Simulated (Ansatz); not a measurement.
WSe$_{2}$: random displacements

Level of theory: DFT PBEsol, scalar-relativistic, plane waves, PAW (Ansatz 0.2.0). Settings: plane waves to 420 eV, k-mesh 12×12×2 (Γ-centred), Gaussian smearing 0.05 eV. Spin–orbit coupling is left out, which can shift energies with elements as heavy as these. No spin polarisation. Energies are free energies at this smearing, counted from the undisturbed cell; pressure is positive in compression.

The starting cell (as given, not relaxed at this level):

```yaml
crystal:
  lattice:
    - [3.29000, 0.00000, 0.00000]
    - [-1.64500, 2.84922, 0.00000]
    - [0.00000, 0.00000, 12.97000]
  atoms:
    - { symbol: W, position: [0.33333, 0.66667, 0.25000] }
    - { symbol: W, position: [0.66667, 0.33333, 0.75000] }
    - { symbol: Se, position: [0.33333, 0.66667, 0.62100] }
    - { symbol: Se, position: [0.66667, 0.33333, 0.12100] }
    - { symbol: Se, position: [0.33333, 0.66667, 0.87900] }
    - { symbol: Se, position: [0.66667, 0.33333, 0.37900] }
```

The cell holds layers and no dispersion correction was added, so their binding is poorly described.

The atoms are displaced (Å, in the unstrained cell):

```tsv
atom	ux	uy	uz
W1	0.121	0.070	0.132
W2	-0.215	0.095	-0.291
Se3	0.498	-0.210	0.028
Se4	-0.072	0.202	0.164
Se5	-0.271	-0.120	-0.272
Se6	-0.062	-0.037	0.240
```

Strain (Voigt, engineering shear): (0.0692, -0.0011, -0.0377, -0.0302, -0.1427, 0.0402).

Q: What are the energy change, the stress and the forces?

A: ΔE = 2599.8 meV/atom; stress (xx, yy, zz, yz, xz, xy; compression positive) (33.61, 20.32, 74.80, -29.28, 59.01, -23.78) GPa.
```csv
atom,Fx (eV/Å),Fy,Fz
W1,-2.15,0.40,-0.05
W2,25.65,-23.51,40.97
Se3,-29.22,21.97,-42.52
Se4,0.07,-0.91,-0.67
Se5,3.56,1.55,1.77
Se6,2.08,0.51,0.50
```

Cost: 1 run of about 1.3 core-minutes, on Arm Neoverse V2 (shared hosts).